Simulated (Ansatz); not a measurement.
# CuO (P4/nmm) in Ansatz: a series of runs, part 2 of 2

Ansatz 0.2.0. The steps go on from the part before.

## 3. Band structure, r2SCAN+U

Input file input.yaml:

```yaml
crystal:
  lattice:
    - [3.1754955, 0.0, 0.0]
    - [0.0, 3.1754955, 0.0]
    - [0.0, 0.0, 4.64953187]
  atoms:
    - { symbol: Cu, position: [0.0, 0.0, 0.0] }
    - { symbol: Cu, position: [0.5, 0.5, 0.0] }
    - { symbol: O, position: [0.5, 0.0, 0.267] }
    - { symbol: O, position: [0.0, 0.5, 0.733] }
hamiltonian:
  xc: r2scan
  pseudopotentials: { kind: paw }
  hubbard: { sites: [{ species: Cu, l: d, u_eff: 5.3 }] }
kpoints:
  mp_grid: { grid: [8, 8, 6] }
  band_path:
    path:
      - [[0.0, 0.0, 0.0], [0.0, 0.5, 0.0], [0.5, 0.5, 0.0], [0.0, 0.0, 0.0], [0.0, 0.0, 0.5], [0.0, 0.5, 0.5], [0.5, 0.5, 0.5], [0.0, 0.0, 0.5]]
      - [[0.0, 0.5, 0.0], [0.0, 0.5, 0.5]]
      - [[0.5, 0.5, 0.0], [0.5, 0.5, 0.5]]
    npoints: 14
scf:
  occupations: { method: fermi_dirac, width: 0.05 }
  n_extra_bands: 10
output:
  forces: true
  stress: true
  eigenvalues: true
  fatbands: false
```

Potentials or basis: Ansatz PAW.

On the command line:

```bash
> ansatz run input.yaml --threads 2 --pin off --max-ram 5632MiB --backend cpu --events-out ev --progress --plain --runs-dir out
```

Output:

```text
Warning: RAYON_NUM_THREADS=2 ignored (pool sized by the plan → 2); use --threads N
Cu: projections on atomic orbitals take those of the free atom [Ne] 3s2 3p6 3d10 4s1, of charge +0.00 (hamiltonian.pseudopotentials.projection_atoms); the dataset's partial waves leave at most 2.0e-6 of an orbital's norm unspanned inside its sphere
O: projections on atomic orbitals take those of the free atom [He] 2s2 2p4, of charge +0.00 (hamiltonian.pseudopotentials.projection_atoms); the dataset's partial waves leave at most 1.9e-8 of an orbital's norm unspanned inside its sphere
scf.n_extra_bands = 10 over 25 filled bands (N_el = 50.0): the run solves 35 bands
Engine: ansatz 0.2.0, aarch64-unknown-linux-gnu
Pseudopotentials: kind: paw
Pseudopotential: Cu, paw, valence charge 19, recommended cutoff 500 eV (meta_gga), Cu.paw.azcp
Pseudopotential: O, paw, valence charge 6, recommended cutoff 500 eV (meta_gga), O.paw.azcp
Functional definition: r2SCAN
  parameter k0 = 0.174
  parameter k1 = 0.065
  parameter a1 = 4.9479
  exchange = r2scan_x(k0 = k0, k1 = k1, a1 = a1)
  correlation = r2scan_c
Crystal: 4 atoms, lattice volume = 46.885 Å³
Basis set: ecut = 500 eV, 1197 PW (Γ), exchange–correlation on 96×96×144 points (64 copies of the dense FFT grid, shifted against one another)
Bands: 35, of which v1, the nominal top of the filled ones, is band 25 counted from 1 (24 counted from 0)
Symmetry: 16 space group operations
Space group: P4/nmm (ITA 129), of the structure as read, at distance tolerance 3.6e-5 Å
k-points: 60 of 384
Non-local potential: Cu, projectors of the file, l = 0: 3, l = 1: 2, l = 2: 3, l = 3: 1
Non-local potential: O, projectors of the file, l = 0: 2, l = 1: 2, l = 2: 1
PAW form: soft (Blöchl's): semilocal exchange-correlation on the pseudo side does not see the compensation charge
PAW frozen core: Cu, regenerated for the run's functional (the file was generated under x = pbe(κ = 0.804, μ = 0.2195149727645171), c = pbe(β = 0.06672455060314922))
PAW frozen core: O, regenerated for the run's functional (the file was generated under x = pbe(κ = 0.804, μ = 0.2195149727645171), c = pbe(β = 0.06672455060314922))
PAW one-centre angular grid: Cu, 590 points (default); XC on 160 Gauss nodes
PAW one-centre angular grid: O, 302 points (default); XC on 160 Gauss nodes
Initial density: superposition of atomic densities (chi_scale 0.1, normalization cell, long waves of neutral atoms under a Hubbard term (reshape's long-wave potential 0.24 eV rms, cloud 1.98 Å wide))
Initial wavefunctions: pseudopotential atomic-orbital guess
Functional: x = r2scan, c = r2scan; τ floored in thin density (d = 2e-4 eV/Å³)
SCF iter   1: F=—  HF=-14392.644271 eV  |F-HF|=—  |Δ(HF+E_count)|=         —  Δρ=1.35e-1  dr2=8.41e0  dr2_τ=9.91e-2  ethr=3.10e-3  ⟨swp⟩=5.7  Hψ=8299  notcnv=0  defer=18
preconditioner: auto → LDOS  [metal: Δε(μ)=0.007 eV  Ē_g=18.057 eV  σ=0.050 eV  W_gap=0.03  n_scr=16 (ndim 8)  ℏωp=31.6 eV  f_vac=0.192  D(μ)=3.67/eV (n_scr^D=36)  β→1.0]
SCF iter   2: F=—  HF=-14395.894606 eV  |F-HF|=—  |Δ(HF+E_count)|=    3.25e0  Δρ=2.87e-1  dr2=2.18e1  dr2_τ=5.45e-1  ethr=3.10e-3  ⟨swp⟩=3.2  Hψ=5526  notcnv=0  defer=140  recentre
SCF iter   3: F=—  HF=-14391.449586 eV  |F-HF|=—  |Δ(HF+E_count)|=    4.45e0  Δρ=6.62e-2  dr2=2.04e0  dr2_τ=8.74e-2  ethr=3.10e-3  ⟨swp⟩=3.0  Hψ=5578  notcnv=0  defer=149
SCF iter   4: F=—  HF=-14391.173176 eV  |F-HF|=—  |Δ(HF+E_count)|=   2.76e-1  Δρ=3.63e-2  dr2=2.66e-1  dr2_τ=5.17e-2  ethr=3.10e-3  ⟨swp⟩=2.0  Hψ=2992  notcnv=0  defer=143
SCF iter   5: F=—  HF=-14391.235539 eV  |F-HF|=—  |Δ(HF+E_count)|=   6.24e-2  Δρ=1.89e-2  dr2=6.69e-2  dr2_τ=1.14e-2  ethr=5.32e-4  ⟨swp⟩=2.0  Hψ=3397  notcnv=0  defer=143
SCF iter   6: F=—  HF=-14391.246455 eV  |F-HF|=—  |Δ(HF+E_count)|=   1.09e-2  Δρ=1.04e-2  dr2=1.97e-2  dr2_τ=4.24e-3  ethr=1.34e-4  ⟨swp⟩=2.0  Hψ=2473  notcnv=0  defer=141
SCF iter   7: F=—  HF=-14391.251771 eV  |F-HF|=—  |Δ(HF+E_count)|=   5.32e-3  Δρ=5.85e-3  dr2=9.47e-3  dr2_τ=5.59e-4  ethr=3.93e-5  ⟨swp⟩=2.1  Hψ=3164  notcnv=0  defer=141
SCF iter   8: F=—  HF=-14391.251220 eV  |F-HF|=—  |Δ(HF+E_count)|=   5.51e-4  Δρ=2.57e-3  dr2=1.54e-3  dr2_τ=1.47e-4  ethr=1.89e-5  ⟨swp⟩=1.1  Hψ=2186  notcnv=0  defer=141
SCF iter   9: F=—  HF=-14391.251110 eV  |F-HF|=—  |Δ(HF+E_count)|=   1.10e-4  Δρ=1.61e-3  dr2=6.67e-4  dr2_τ=4.59e-5  ethr=3.08e-6  ⟨swp⟩=1.0  Hψ=2018  notcnv=0  defer=141
SCF iter  10: F=—  HF=-14391.251001 eV  |F-HF|=—  |Δ(HF+E_count)|=   1.09e-4  Δρ=1.02e-3  dr2=3.53e-4  dr2_τ=1.11e-5  ethr=1.33e-6  ⟨swp⟩=1.6  Hψ=2345  notcnv=0  defer=141
SCF iter  11: F=—  HF=-14391.250931 eV  |F-HF|=—  |Δ(HF+E_count)|=   6.99e-5  Δρ=4.69e-4  dr2=4.97e-5  dr2_τ=3.81e-6  ethr=7.05e-7  ⟨swp⟩=2.1  Hψ=2301  notcnv=0  defer=141
SCF iter  12: F=—  HF=-14391.250915 eV  |F-HF|=—  |Δ(HF+E_count)|=   1.62e-5  Δρ=2.47e-4  dr2=7.34e-6  dr2_τ=1.98e-6  ethr=9.94e-8  ⟨swp⟩=2.3  Hψ=2830  notcnv=0  defer=141
SCF iter  13: F=—  HF=-14391.250920 eV  |F-HF|=—  |Δ(HF+E_count)|=   4.59e-6  Δρ=1.03e-4  dr2=2.12e-6  dr2_τ=4.80e-7  ethr=1.47e-8  ⟨swp⟩=2.0  Hψ=2986  notcnv=0  defer=141
SCF iter  14: F=—  HF=-14391.250920 eV  |F-HF|=—  |Δ(HF+E_count)|=   6.42e-7  Δρ=4.36e-5  dr2=1.70e-7  dr2_τ=1.32e-7  ethr=4.24e-9  ⟨swp⟩=2.0  Hψ=2881  notcnv=0  defer=141
SCF iter  15: F=-14391.250921 eV  HF=-14391.250921 eV  |F-HF|=3.27e-8  |Δ(HF+E_count)|=   2.89e-7  Δρ=1.88e-5  dr2=3.82e-8  dr2_τ=1.80e-8  ethr=2.00e-10  ⟨swp⟩=10.1  Hψ=9200  notcnv=0
SCF 1 converged in 15 iterations: F = -14391.250921 eV  dr2 = 3.82e-8
NSCF: frozen V_eff on 129 k-points
SCF converged after 15 iterations
Free energy (F): -14391.250921 eV
Harris-Foulkes:  -14391.250921 eV  (|F-HF|=3.27e-8)
Internal energy: -14391.209176 eV  (E = F + TS)
E sigma→0 (E₀):  -14391.230048 eV
Entropy (-TS):   -0.041745 eV (-10.436 meV/atom)
Fermi energy:    7.645056 eV
--- Per-component energies (eV) ---
  E_band       = -1099.655222
  E_kinetic    = 944.703853
  E_local      = -12622.035783  (includes V_loc(G=0)·N_el)
  E_nonlocal   = 907.959621
  E_hartree    = 5609.323655
  E_xc         = -310.024451
  E_vxc        = -454.256087  (∫ρ·V_xc dr)
  E_hubbard    = 1.806239  (on-site DFT+U / exact-exchange correction)
  E_vhub       = -47.479610  (the Hubbard potential's part of the band-sum identity)
  E_paw        = -3687.935899  (= ΣΔE_a)
  E_vpaw       = -1078.329506  (= ΣTr[D̂ρ^β])
  E_aug_tail   = 0.002203  (compensation charges beyond the density's cutoff)
  E_vtau       = 31.131417  (kinetic-family band-sum trace: ∫τ·v_τ [+ j·A + Jᵃ·Aᵃ] dr)
  E_ewald      = -5234.342517
  E_core_change = -0.666098  (= ΣΔE_core)
  E_smearing   = -0.041745  (= −TS)
  E_closure    = -0.000000  (closes the sum)
  Σ components = -14391.250921   (vs F -14391.250921, Δ=0.00e0)
--- Forces (eV/Å), atoms counted from 1 ---
  atom   1  Cu     0.00000000     0.00000000    -0.00000000
  atom   2  Cu    -0.00000000     0.00000000     0.00000000
  atom   3  O      0.00000000     0.00000000    -0.81137656
  atom   4  O     -0.00000000     0.00000000     0.81137656
  max |Σ_I F_I| component: 1.11e-16 eV/Å
--- Stress (GPa, compression-positive) ---
       24.004814       0.000000      -0.000000
        0.000000      24.004814      -0.000000
       -0.000000      -0.000000     -10.302243
  P = ⅓ Tr σ = 12.5691 GPa (125.691 kbar)
--- Band table (eV; the first three rows and the last of 60) ---
  k-point 0: bands = ["-107.0227", "-106.9670", "-62.9823", "-62.9823", "-62.8503", "-62.8020", "-62.7662", "-62.7662", "-11.4077", "-10.7739", "0.8379", "1.3183", "1.9337", "2.1616", "2.1616", "3.9271", "3.9271", "4.6982", "5.2894", "5.5552", "6.0672", "6.3244", "6.3244", "7.5065", "8.2183", "8.2183", "9.8423", "15.4451", "20.2941", "20.2941", "21.1736", "21.3324", "24.3123", "29.7346", "29.7346"]
  k-point 1: bands = ["-107.0228", "-106.9670", "-62.9823", "-62.9823", "-62.8503", "-62.8020", "-62.7662", "-62.7662", "-11.3685", "-10.8149", "0.8498", "1.2941", "1.9339", "2.1383", "2.1383", "3.9519", "3.9519", "4.7041", "5.2894", "5.5662", "6.0672", "6.3660", "6.3660", "7.3167", "8.1723", "8.1723", "10.2400", "15.2573", "20.2878", "20.2878", "21.3835", "21.4312", "23.9352", "28.1486", "29.0295"]
  k-point 2: bands = ["-107.0230", "-106.9669", "-62.9823", "-62.9823", "-62.8503", "-62.8020", "-62.7662", "-62.7662", "-11.2651", "-10.9211", "0.8921", "1.2312", "1.9341", "2.0938", "2.0938", "3.9985", "3.9985", "4.7161", "5.2894", "5.5710", "6.0672", "6.4578", "6.4578", "7.0495", "8.0723", "8.0723", "11.0116", "14.7939", "20.2762", "20.2762", "21.7252", "22.1110", "23.1695", "25.6047", "28.4015"]
  k-point 59: bands = ["-107.0020", "-107.0020", "-63.0109", "-63.0109", "-62.8254", "-62.8254", "-62.7457", "-62.7457", "-10.7327", "-10.7327", "1.4948", "1.4948", "3.2732", "3.2732", "3.4656", "3.4656", "3.4743", "3.4743", "5.0548", "5.0548", "5.2214", "5.2214", "5.3798", "5.3798", "6.9067", "6.9067", "15.5412", "15.5412", "18.4749", "18.4749", "22.3726", "22.3726", "22.8164", "22.8164", "27.3173"]
Occupation matrices written to <dir>
```

Run time: 13 s. Hardware: 2 threads of Arm Neoverse V2, shared host; peak memory 0.52 GiB.

Results:

```
Free energy            : -14391.2509 eV
Pressure               : 12.6 GPa
Largest force          : 0.811 eV/Å
Band gap on the k mesh : none (metal or under the smearing width)
```

Forces in eV/Å, atoms in the order of the input:
```
Cu   0.000  0.000  0.000
Cu   0.000  0.000  0.000
O    0.000  0.000 -0.811
O    0.000  0.000  0.811
```

Stress tensor (GPa, compression positive):
```
 24.00   0.00   0.00
  0.00  24.00   0.00
  0.00   0.00 -10.30
```

Levels at the corners of the path, in eV from the Fermi level:
```tsv
point	band 20	band 21	band 22	band 23	band 24	band 25	band 26	band 27	band 28	band 29
Γ	-2.09	-1.58	-1.32	-1.32	-0.14	0.57	0.57	2.20	7.80	12.65
X	-3.47	-3.00	-3.00	-0.36	-0.36	0.02	0.02	6.52	6.52	12.09
M	-2.42	-2.19	-2.19	-1.83	-1.83	-0.92	-0.92	6.92	6.92	10.85
Γ	-2.09	-1.58	-1.32	-1.32	-0.14	0.57	0.57	2.20	7.80	12.65
Z	-2.08	-1.58	-1.14	-1.14	-0.69	0.37	0.37	3.79	6.85	12.63
R	-3.48	-3.17	-3.17	0.06	0.06	0.09	0.09	6.40	6.40	11.02
A	-2.59	-2.42	-2.42	-2.27	-2.27	-0.74	-0.74	7.90	7.90	10.83
Z	-2.08	-1.58	-1.14	-1.14	-0.69	0.37	0.37	3.79	6.85	12.63
X	-3.47	-3.00	-3.00	-0.36	-0.36	0.02	0.02	6.52	6.52	12.09
R	-3.48	-3.17	-3.17	0.06	0.06	0.09	0.09	6.40	6.40	11.02
M	-2.42	-2.19	-2.19	-1.83	-1.83	-0.92	-0.92	6.92	6.92	10.85
A	-2.59	-2.42	-2.42	-2.27	-2.27	-0.74	-0.74	7.90	7.90	10.83
```

Eigenvalues of the final occupation matrices:
| site | spin | trace | eigenvalues |
| --- | --- | --- | --- |
| site 1 | 1 | 4.82 | 0.93 0.93 0.98 0.98 0.99 |
| site 2 | 1 | 4.82 | 0.93 0.93 0.98 0.98 0.99 |

Caveat: the run has no spin polarisation, though such a crystal can be magnetic; U without spin polarisation on a metal has little footing; the PAW data sets come from PBE, with cores solved anew for the run's functional, which leaves a small shift of forces and pressure.
